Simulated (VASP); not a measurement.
Runs of VASP 6.6.1 on MgSe. The structure is cubic, space group Fm-3m (No. 225). The conventional cell has a = 5.451 Å, b = 5.451 Å, c = 5.451 Å, α = 90.00°, β = 90.00°, γ = 90.00°. Se (site symmetry m-3m) is surrounded by 6 Mg at 2.73 Å. Mg (site symmetry m-3m) has 6 Se at 2.73 Å as nearest neighbours. 

```tsv
task	level	potentials or basis	k mesh	cutoff (eV)	smearing	grid for exact exchange (PRECFOCK)	screening parameter	GW scheme	GW iterations	cutoff of the response function	mesh quality	gap on the mesh (eV)
band structure	TB-mBJ	VASP PAW PBE potentials, release 64 (Se, Mg)	8 × 8 × 8	520	gaussian 0.02 eV	-	-	-	-	-	not flagged	(a)
band structure	PBE	VASP PAW PBE potentials, release 64 (Se, Mg)	4 × 4 × 4	250	gaussian 0.02 eV	-	-	-	-	-	coarse	1.77
band structure	LDA	VASP PAW LDA potentials, release 64 (Se, Mg)	8 × 8 × 8	520	gaussian 0.02 eV	-	-	-	-	-	not flagged	1.65
band structure	HSE06	VASP PAW PBE potentials, release 64 (Se, Mg)	6 × 6 × 6	520	gaussian 0.02 eV	Fast	0.2 1/A	-	-	-	not flagged	2.67
```

Alike in all rows: no spin polarisation; cell as given.

Question: Estimate the missing entries.

Answer: (a) 2.79.

Caveats: some runs use coarse meshes.

A k mesh can miss the band edges, and the runs leave out spin-orbit coupling on Se.

Not every run made on this cell is shown here.
